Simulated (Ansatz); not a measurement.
Thermal properties of BiTe from its phonons at 1.02 times its equilibrium volume

Level of theory: DFT PBE, scalar-relativistic, plane waves, PAW (Ansatz). Settings: 420 eV plane-wave cutoff, Γ-centred 12×12×12 mesh, Fermi-Dirac smearing of 0.15 eV. No spin polarisation. Phonons by linear response, acoustic sum rule imposed.

The cell, relaxed in shape and atoms at 1.02 times its equilibrium volume:
```
Bi Te
1.0
     0.00000    3.27644    3.27644
     3.27644    0.00000    3.27644
     3.27644    3.27644    0.00000
Bi Te
1 1
Direct
  0.00000 0.00000 0.00000
  0.50000 0.50000 0.50000
```

In a metal, frequencies and elastic constants depend on the k mesh and the smearing, soft modes and shear constants most. Some empty bands missed the eigensolver's threshold. Spin–orbit coupling is left out, which matters for heavy elements. The q mesh is coarse, so values between its points are rough.

Force constants from linear response on a 2×2×2 q mesh, interpolated to a fine mesh.

Phonon density of states, in bins of 2 cm⁻¹:
| bin centre (cm⁻¹) | share of modes (%) |
| --- | --- |
| 1 | 0.0 |
| 3 | 0.0 |
| 5 | 0.0 |
| 7 | 0.0 |
| 9 | 0.0 |
| 11 | 0.0 |
| 13 | 0.0 |
| 15 | 0.1 |
| 17 | 0.1 |
| 19 | 0.1 |
| 21 | 0.2 |
| 23 | 0.3 |
| 25 | 0.3 |
| 27 | 0.4 |
| 29 | 0.5 |
| 31 | 0.6 |
| 33 | 0.8 |
| 35 | 1.0 |
| 37 | 1.3 |
| 39 | 1.9 |
| 41 | 2.3 |
| 43 | 2.5 |
| 45 | 3.0 |
| 47 | 3.7 |
| 49 | 5.2 |
| 51 | 5.8 |
| 53 | 6.5 |
| 55 | 6.8 |
| 57 | 3.8 |
| 59 | 3.4 |
| 61 | 3.5 |
| 63 | 3.6 |
| 65 | 3.7 |
| 67 | 3.9 |
| 69 | 3.8 |
| 71 | 3.6 |
| 73 | 3.7 |
| 75 | 3.8 |
| 77 | 4.3 |
| 79 | 4.9 |
| 81 | 3.9 |
| 83 | 1.4 |
| 85 | 1.5 |
| 87 | 1.2 |
| 89 | 0.9 |
| 91 | 0.7 |
| 93 | 0.5 |
| 95 | 0.4 |
| 97 | 0.2 |
| 99 | 0.0 |

Problem. How much zero-point energy does an atom carry?

Solution. 11.3 meV.

Problem. How large are the vibrational entropy and heat capacity at 300 K?

Solution. S = 6.81 k_B and C_V = 2.98 k_B per atom, 99 % of the Dulong–Petit value.

Problem. Tabulate them against temperature.

Solution.
| T (K) | F_vib (meV/atom) | S (k_B/atom) | C_V (k_B/atom) |
| --- | --- | --- | --- |
| 100 | -3.5 | 3.60 | 2.81 |
| 200 | -44.1 | 5.61 | 2.95 |
| 300 | -97.9 | 6.81 | 2.98 |
| 400 | -160.5 | 7.67 | 2.99 |
| 500 | -229.5 | 8.34 | 2.99 |
| 600 | -303.8 | 8.88 | 2.99 |
| 700 | -382.4 | 9.34 | 3.00 |
| 800 | -464.6 | 9.74 | 3.00 |
| 900 | -550.1 | 10.10 | 3.00 |
| 1000 | -638.5 | 10.41 | 3.00 |

Cost: 1 run of about 9.5 core-minutes, on Intel Xeon Processor @ 2.50GHz (Skylake/Cascade Lake) (shared hosts).